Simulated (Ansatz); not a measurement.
## LDA, PBE, PBEsol and r²SCAN on BaS

```
CELL_PARAMETERS angstrom
0.00000 3.51614 3.51614
3.51614 0.00000 3.51614
3.51614 3.51614 0.00000
ATOMIC_POSITIONS crystal
Ba 0.00000 0.00000 0.00000
S 0.25000 0.25000 0.25000
```

Atom numbers follow the list: Ba1, S2.

The cell was built from the zincblende type and relaxed in the same program, and has space group F-43m; it needn't be a known or the stable phase.

No spin–orbit coupling, which matters for the heavy atoms here.

One fixed cell is solved with several functionals by PAW with the default files in Ansatz 0.2.0, scalar-relativistically. A positive pressure means that the functional wants a larger cell.

The PAW files were made with PBE; their cores are remade for each functional.

Sampling and basis: a Γ-centred 9×9×9 k mesh, Fermi–Dirac smearing of 0.08 eV, cutoff 420 eV, no spin polarisation.

Cutoffs: PBE 420 eV, LDA 420 eV, PBEsol 420 eV, r²SCAN 500 eV.

```csv
setting,P (GPa),gap over the k mesh and a high-symmetry path (eV),"lowest level at Γ above −25 eV, from the valence-band top or, without a gap, the Fermi level (eV)"
PBE,0.04,2.75,-11.20
LDA,-2.00,2.42,-11.17
PBEsol,-1.13,?,-11.17
r²SCAN,0.07,?,-11.53
```

(1) Fill in "gap over the k mesh and a high-symmetry path (eV)" for the row "PBEsol".

(2) Fill in "gap over the k mesh and a high-symmetry path (eV)" for the row "r²SCAN".

Answers

(1) 2.62.

(2) 3.07.
